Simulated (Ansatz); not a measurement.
**AlN: how the axes shrink under pressure**

AlN, P6_3mc, a = 3.107 Å, c = 4.979 Å. Ansatz: r2SCAN, PAW, 500 eV, Γ-centred 12×12×6 mesh on 4 atoms, Gaussian smearing 0.02 eV; no spin polarisation. Cell and atoms are relaxed at each pressure, and no other structure is tried; the real crystal is known to change phase within this range, so the rows at high pressure are metastable. y = 100 ln(c/c0) with c0 = 4.9786 Å, so nearly a change in per cent. The pressures are the targets, met within 0.03 GPa.

| P (GPa) | y | 100 ln(a/a0) |
| --- | --- | --- |
| -3.0 | 0.55 | 0.46 |
| 0.0 | 0.00 | 0.00 |
| 3.0 | -0.53 | -0.44 |
| 8.0 | -1.35 | -1.10 |
| 15.0 | ? | ? |
| 30.0 | -4.55 | -3.48 |
| 60.0 | -8.68 | -5.61 |

Problem. Fit y = c1 P + c2 P² to the other rows, give the linear compressibility along c, and predict the missing y.

Solution. Least squares on the rows shown. y = −0.1624 P + 0.0002995 P². The linear compressibility along c is −c1/100 = 1.62 per TPa, against 1.40 along a from the same fit to the last column (its missing entry is -1.95): the crystal is softer along c at low pressure. The runs next to zero pressure give 1.80 and 1.48, so a parabola over the whole range misstates the start. With a term in P³ added, the coefficient of P becomes -0.1785, 10 % more, which shows how far this figure hangs on the form. At P = 15.0 the fit asked for gives -2.37. The run gave -2.43, so the fit is 0.06 too high, within twice the rms miss on the fitted rows (0.05).